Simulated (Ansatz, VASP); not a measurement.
Two plane-wave programs on TePb

INCAR

```
ALGO = Normal
EDIFF = 1E-6
ENCUT = 520
GGA = PE
ISIF = 2
ISMEAR = 0
LASPH = T
LCHARG = F
LREAL = F
LWAVE = F
NBANDS = 17
NELM = 100
PREC = Accurate
SIGMA = 0.05
```

KPOINTS

```
k-points
0
Gamma
  10 10 10
```

POSCAR

```
TePb
1.0
    3.7778745909      0.0000000000      0.0000000000
    0.0000000000      3.7778745909      0.0000000000
    0.0000000000      0.0000000000      3.7778745909
Te Pb
1 1
Direct
    0.5000000000      0.5000000000      0.5000000000
    0.0000000000      0.0000000000      0.0000000000
```

Input for Ansatz:

```yaml
crystal:
  lattice:
    - [3.7778745909, 0.0, 0.0]
    - [0.0, 3.7778745909, 0.0]
    - [0.0, 0.0, 3.7778745909]
  atoms:
    - { symbol: Te, position: [0.5, 0.5, 0.5] }
    - { symbol: Pb, position: [0.0, 0.0, 0.0] }
basis:
  ecutwfc: 420
  ecutrho_ratio: 4
kpoints:
  mp_grid: { grid: [10, 10, 10] }
hamiltonian:
  xc: pbe
scf:
  occupations: { method: gaussian, width: 0.05 }
output:
  forces: true
  stress: true
  eigenvalues: true
```

Alike in both runs: task single point; functional PBE; k mesh 10 × 10 × 10; occupations gaussian, width 0.05 eV; no spin polarisation.

|  | VASP | Ansatz |
| --- | --- | --- |
| version | VASP 6.6.1 | Ansatz 0.2.0 |
| potentials or method | VASP PAW PBE potentials, release 64 (Te, Pb_d) | scalar-relativistic, plane waves, PAW |
| plane-wave cutoff (eV) | 520 | 420 |
| valence electrons in the cell | 20 | 30 |

|  | VASP | Ansatz | Ansatz less VASP |
| --- | --- | --- | --- |
| gap on the k mesh at the Fermi level (eV) | none | none | - |
| pressure (GPa) | 9.8 | 9.8 | +0.05 |

A gap of «none» marks a metal or a gap that the smearing closes. With one functional, cell and mesh, what is left measures potentials, basis and numerics. The two sets of potentials don't hold the same shells in valence.

Spin-orbit coupling is left out, which matters for the levels of Pb, Te.
